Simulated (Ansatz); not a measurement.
Here is an Ansatz 0.2.0 calculation.

File input.yaml:

```yaml
crystal:
  lattice:
    - [2.4705617809, 0.0, 0.0]
    - [-1.2352808905, 2.1395692639, 0.0]
    - [0.0, 0.0, 8.0882338]
  atoms:
    - { symbol: Co, position: [0.6666666667, 0.3333333333, 0.75], spin: 2.0 }
    - { symbol: Co, position: [0.0, 0.0, 0.5], spin: -1.0 }
    - { symbol: Co, position: [0.3333333333, 0.6666666667, 0.25], spin: 2.0 }
    - { symbol: Co, position: [0.0, 0.0, 0.0], spin: -1.0 }
kpoints:
  mp_grid: { grid: [12, 12, 4] }
scf:
  occupations: { method: fermi_dirac, width: 0.05 }
hamiltonian:
  xc: pbesol
  pseudopotentials: { kind: all_electron, lapw: { basis_error: 0.002 } }
magnetization:
  spin_polarized: true
output:
  forces: true
  stress: true
  eigenvalues: true
```

Potentials or basis: all-electron LAPW, scalar-relativistic.

Command:

```bash
$ ansatz run input.yaml --threads 4 --pin off --max-ram 12288MiB --backend cpu --events-out ev --progress --plain --runs-dir out
```

Question: What does it give for the site moments?

Answer: Co +1.70, +1.69 μB.

Question: What does it give for the absolute moment?

Answer: 7.13 μB per cell.

Question: Predict the band gap on the k mesh.

Answer: None (metal or under the smearing width).

Question: Predict the pressure.

Answer: -5.8 GPa.

Stress tensor (GPa, compression positive):
```
-4.48  0.00  0.00
 0.00 -4.48  0.00
 0.00  0.00 -8.45
```

Caveat: the starting moments weren't kept.
